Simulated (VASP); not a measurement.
# P: molecular dynamics at constant energy

P, Cmce (no. 64), 16 atoms in the cell. PBE, molecular dynamics; PAW potentials P (PBE set).

Ensemble: NVE; Starting temperature (K): 1000.

## Input

INCAR:
```
SYSTEM = P
GGA = PE
PREC = Normal
ENCUT = 260
EDIFF = 1E-6
NELMIN = 4
NELM = 60
ALGO = Normal
LREAL = Auto
LASPH = .True.
ISMEAR = 0
SIGMA = 0.05
ISYM = 0
LWAVE = .False.
LCHARG = .False.
IBRION = 0
NSW = 60
POTIM = 2.0
TEBEG = 1000
ISIF = 2
RANDOM_SEED = 980779 0 0
MDALGO = 1
ANDERSEN_PROB = 0.0
KPAR = 2
```

KPOINTS:
```
k-points
0
Monkhorst-Pack
  2 1 2
```

POSCAR:
```
P
1.0
    6.5909724964      0.0000000000      0.0000000000
    0.0000000000     10.9300754502      0.0000000000
    0.0000000000      0.0000000000      4.5436355900
P
16
Direct
    0.2500000000      0.5958568700      0.5888151700
    0.7500000000      0.5958568700      0.5888151700
    0.0000000000      0.9041431300      0.4111848300
    0.5000000000      0.9041431300      0.4111848300
    0.2500000000      0.9041431300      0.0888151700
    0.7500000000      0.9041431300      0.0888151700
    0.0000000000      0.5958568700      0.9111848300
    0.5000000000      0.5958568700      0.9111848300
    0.0000000000      0.0958568700      0.5888151700
    0.5000000000      0.0958568700      0.5888151700
    0.2500000000      0.4041431300      0.4111848300
    0.7500000000      0.4041431300      0.4111848300
    0.0000000000      0.4041431300      0.0888151700
    0.5000000000      0.4041431300      0.0888151700
    0.2500000000      0.0958568700      0.9111848300
    0.7500000000      0.0958568700      0.9111848300
```

Commands:
```
cat potpaw_PBE.64/P/POTCAR > POTCAR
mpirun -np 2 vasp_std > vasp.out
```

## Result

- Rise of the mean potential energy above the start (meV/atom): 56.8
- Mean temperature (K): 532
- Standard error of the mean temperature (K): 61
- Relative fluctuation of the kinetic energy: 0.337
- Canonical value of that fluctuation: 0.211
- Electronic steps per ionic step after the first: 4.3

Course of the run:

| Time (fs) | Temperature (K) | Potential energy less the first (meV/atom) |
|---|---|---|
| 2 | 999 | 0.0 |
| 12 | 630 | 44.9 |
| 20 | 352 | 78.8 |
| 30 | 573 | 51.7 |
| 38 | 648 | 42.6 |
| 48 | 439 | 68.1 |
| 56 | 274 | 88.2 |
| 66 | 307 | 84.2 |
| 74 | 550 | 54.6 |
| 84 | 773 | 27.4 |
| 92 | 626 | 45.4 |
| 102 | 374 | 76.1 |
| 110 | 466 | 64.8 |
| 120 | 609 | 47.4 |

The mean temperature lies below the starting 1000 K, since the atoms start on their sites and part of their kinetic energy turns into potential energy.

REPORT:
```
MDALGO =   1
         ANDERSEN_PROB =  0.00000000
               SCALING =       0
                 CNEXP =     9.000   14.000
           RANDOM_SEED =            980779                0                0

   original number of atomic DOF:         45
   number of independent constraints:      0
   number of active DOF:                  45

========================================
         MD step No.       1
========================================

  Atomic velocities initialized by STEP_tb

  >Energies
                    E_tot             E_pot             E_kin               EPS                ES
   e_b>   -0.84088437E+02   -0.86024466E+02    0.19360293E+01    0.00000000E+00    0.00000000E+00

  >Temperature
               T_sim     T_inst
   tmprt>   1000.000    998.513

  >Thermostat, num. of collisions:                0

           RANDOM_SEED =            980779              192                0

[... steps left out ...]

========================================
         MD step No.      60
========================================

  >Energies
                    E_tot             E_pot             E_kin               EPS                ES
   e_b>   -0.84086009E+02   -0.85266385E+02    0.11803763E+01    0.00000000E+00    0.00000000E+00

  >Temperature
               T_sim     T_inst
   tmprt>   1000.000    608.783

  >Thermostat, num. of collisions:                0

           RANDOM_SEED =            980779             5856                0
```

OSZICAR:
```
N       E                     dE             d eps       ncg     rms          rms(c)
DAV:   1     0.224653323163E+03    0.22465E+03   -0.22517E+04   196   0.805E+02
DAV:   2    -0.642639123932E+02   -0.28892E+03   -0.27466E+03   238   0.177E+02
DAV:   3    -0.860320707421E+02   -0.21768E+02   -0.21383E+02   248   0.479E+01
DAV:   4    -0.866809127425E+02   -0.64884E+00   -0.64602E+00   256   0.877E+00
DAV:   5    -0.867084764501E+02   -0.27564E-01   -0.27546E-01   272   0.146E+00    0.220E+01
DAV:   6    -0.862176280547E+02    0.49085E+00   -0.34154E-01   232   0.195E+00    0.131E+01
DAV:   7    -0.860237027854E+02    0.19393E+00   -0.62418E-01   248   0.266E+00    0.574E-01
DAV:   8    -0.860237872441E+02   -0.84459E-04   -0.58717E-02   232   0.891E-01    0.377E-01
DAV:   9    -0.860243233928E+02   -0.53615E-03   -0.20919E-03   256   0.172E-01    0.213E-01
DAV:  10    -0.860244034440E+02   -0.80051E-04   -0.16853E-03   248   0.136E-01    0.111E-01
DAV:  11    -0.860244595775E+02   -0.56133E-04   -0.20437E-04   232   0.605E-02    0.450E-02
DAV:  12    -0.860244624988E+02   -0.29213E-05   -0.16395E-05   248   0.155E-02    0.215E-02
[... left out ...]
     58 T=   580. E= -.84086073E+02 F= -.85211340E+02 E0= -.85211340E+02  EK= 0.11253E+01 SP= 0.00E+00 SK= 0.00E+00
     59 T=   601. E= -.84086086E+02 F= -.85250966E+02 E0= -.85250966E+02  EK= 0.11649E+01 SP= 0.00E+00 SK= 0.00E+00
[... last step whole ...]
       N       E                     dE             d eps       ncg     rms          rms(c)
DAV:   1    -0.852662589031E+02   -0.15292E-01   -0.29454E-03   391   0.166E+00    0.355E-02
DAV:   2    -0.852663828862E+02   -0.12398E-03   -0.12750E-03   216   0.121E-01    0.243E-02
DAV:   3    -0.852663853958E+02   -0.25095E-05   -0.38104E-05   288   0.230E-02    0.142E-02
DAV:   4    -0.852663848693E+02    0.52649E-06   -0.16305E-06   152   0.524E-03
     60 T=   609. E= -.84086009E+02 F= -.85266385E+02 E0= -.85266385E+02  EK= 0.11804E+01 SP= 0.00E+00 SK= 0.00E+00
```

Limits: 120 fs of 16 atoms are too short for converged averages; the cell is only 4.5 Å across, so each atom moves in step with near copies of itself.

VASP 6.6.1 took 243 s on 2 cores (Intel Xeon Platinum 8375C @ 2.90GHz (Ice Lake)), a shared host.
